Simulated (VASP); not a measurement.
A run of VASP 6.6.1:

Contents of INCAR:

```
PREC = Accurate ; ENCUT = 600
EDIFF = 1E-8 ; ISMEAR = 0
SIGMA = 0.02 ; LREAL = F
LASPH = T ; NELM = 80
ALGO = Normal ; ISIF = 2
LWAVE = F ; LCHARG = F
GGA = CA ; LEPSILON = T
IBRION = 8 ; NSW = 1
```

File KPOINTS:

```
Automatic mesh
0
Gamma
  9 9 6
```

Contents of POSCAR:

```
AlN
1.0
    3.3269200000      0.0000000000      0.0000000000
   -1.6634600000      2.8811900000      0.0000000000
    0.0000000000      0.0000000000      4.2197800000
Al N
2 2
Direct
    0.3333300000      0.6666700000      0.7500000000
    0.6666700000      0.3333300000      0.2500000000
    0.3333300000      0.6666700000      0.2500000000
    0.6666700000      0.3333300000      0.7500000000
```

Potentials or basis: VASP PAW LDA potentials, release 64 (Al, N).

The run is started by

```sh
$ cat potpaw_LDA.64/Al/POTCAR potpaw_LDA.64/N/POTCAR > POTCAR
$ mpirun -np 1 vasp_std > vasp.out
```

Hardware: 1 thread of Intel(R) Xeon(R) 6975P-C (Granite Rapids) (shared host).

Estimate the wall time of this run.

It took 8.4 min on 1 thread of Intel(R) Xeon(R) 6975P-C (Granite Rapids) (shared host), peak memory 0.49 GiB. Counts: scf iterations 149, k points 100.
